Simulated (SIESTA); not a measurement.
CdS (Greenockite) under changes of volume

One of the cells (25.121 Å³/atom); the others are scaled copies at fixed shape and fractional positions:

```
Cd S
1.0
     4.15000    0.00000    0.00000
    -2.07500    3.59401    0.00000
     0.00000    0.00000    6.73700
Cd S
2 2
Direct
  0.66667 0.33333 0.50000
  0.33333 0.66667 0.00000
  0.66667 0.33333 0.87500
  0.33333 0.66667 0.37500
```

| Quantity | Value |
| --- | --- |
| Program | SIESTA 5.4.2 |
| Functional | PBE |
| Potentials or basis | PseudoDojo 0.4 standard (PBE files) |
| Basis | TZDP (energy shift 0.01 Ry) |
| Grid cutoff | 800 Ry |
| Energy shift | 0.01 Ry |
| k mesh | 7 × 7 × 4 |
| Occupations | fermi-dirac, width 0.05 eV |
| Spin | no spin polarisation |

```tsv
volume (Å³/atom)	energy over the lowest point (meV/atom)	pressure (GPa)	gap on the mesh (eV)	largest force (eV/Å)
23.614	15.79	4.2	1.54	0.063
24.116	5.53	2.4	1.48	0.056
24.618	0.48	0.8	1.41	0.054
25.121	0.00	-0.5	1.35	0.054
25.623	?	?	?	?
26.126	10.80	-2.8	1.24	0.051
26.628	21.11	-3.7	1.19	0.058
```

Task: What does the run at 25.623 Å³/atom give?

Result: Energy over the lowest point 3.55 meV/atom; pressure -1.7 GPa; gap on the mesh 1.30 eV; largest force 0.050 eV/Å.

Worked out: A Birch-Murnaghan fit of order 3 (a polynomial in V^(-2/3)) to the other rows has its minimum at 24.92 Å³/atom with B0 = V·E''(V) = 67 GPa and B' = 5.2 at fixed shape and positions, which overstates the stiffness. It gives 3.61 meV/atom at 25.623 Å³/atom, against the run's 3.55, and -dE/dV = -1.7 GPa, against -1.7. A straight line through the other rows of the gap, of slope -2.93 eV per unit of ln V (its deformation potential), gives 1.30 eV, against the run's 1.30.

Energies are extrapolated to zero smearing.

Caveats: semicore shells carry a single zeta, which can move pressures by several GPa and volumes by a few percent; an odd mesh through Γ misses points on the zone boundary, where band edges often lie; the basis of atomic orbitals isn't converged, which shifts pressures, moduli and gaps. Spin-orbit coupling on Cd is left out.
